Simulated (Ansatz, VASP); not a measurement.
# Ru in VASP and in Ansatz

File POSCAR:

```
Ru
1.0
    2.6876397213      0.0000000000      0.0000000000
   -1.3438198606      2.3275647342      0.0000000000
    0.0000000000      0.0000000000      4.2531615502
Ru
2
Direct
    0.3333333333      0.6666666667      0.2500000000
    0.6666666667      0.3333333333      0.7500000000
```

The input INCAR.step1:

```
ALGO = Normal
EDIFF = 1E-4
ENCUT = 520
GGA = PE
ISMEAR = -1
LASPH = T
LCHARG = F
LREAL = F
LWAVE = T
NBANDS = 21
NELM = 60
PREC = Accurate
SIGMA = 0.1
```

INCAR.step2

```
ALGO = Normal
EDIFF = 1E-6
ENCUT = 520
ISIF = 2
ISMEAR = -1
ISTART = 1
LASPH = T
LCHARG = F
LMIXTAU = T
LREAL = F
LWAVE = F
METAGGA = R2SCAN
NBANDS = 21
NELM = 60
PREC = Accurate
SIGMA = 0.1
```

File KPOINTS:

```
k-points
0
Gamma
  12 12 7
```

Input for Ansatz:

```yaml
crystal:
  lattice:
    - [2.6876397212766254, 0.0, 0.0]
    - [-1.3438198606383127, 2.327564734182033, 0.0]
    - [0.0, 0.0, 4.253161550201191]
  atoms:
    - { symbol: Ru, position: [0.3333333333333333, 0.6666666666666666, 0.25] }
    - { symbol: Ru, position: [0.6666666666666666, 0.3333333333333333, 0.75] }
basis:
  ecutwfc: 600.0
kpoints:
  mp_grid:
    grid: [12, 12, 7]
hamiltonian:
  xc: r2scan
scf:
  convergence:
    dr2_threshold: 1.0e-10
  occupations:
    method: fermi_dirac
    width: 0.1
output:
  stress: true
```

Alike in both runs: task single point; functional r2SCAN; k mesh 12 × 12 × 7; occupations fermi-dirac, width 0.1 eV; no spin polarisation.

```csv
,VASP,Ansatz
version,VASP 6.6.1,Ansatz 0.2.0
potentials or method,"VASP PAW PBE potentials, release 64 (Ru_pv)","plane waves, PAW"
plane-wave cutoff (eV),520,600
valence electrons in the cell,28,32
```

|  | VASP | Ansatz | Ansatz less VASP |
| --- | --- | --- | --- |
| pressure (GPa) | 6.6 | 5.0 | -1.62 |
| largest component of the traceless stress (GPa) | 0.06 | 0.17 | +0.105 |

The two sets of potentials don't hold the same shells in valence.

Caveats: the PAW data sets were made with another functional, which shifts forces and pressure a little (VASP).
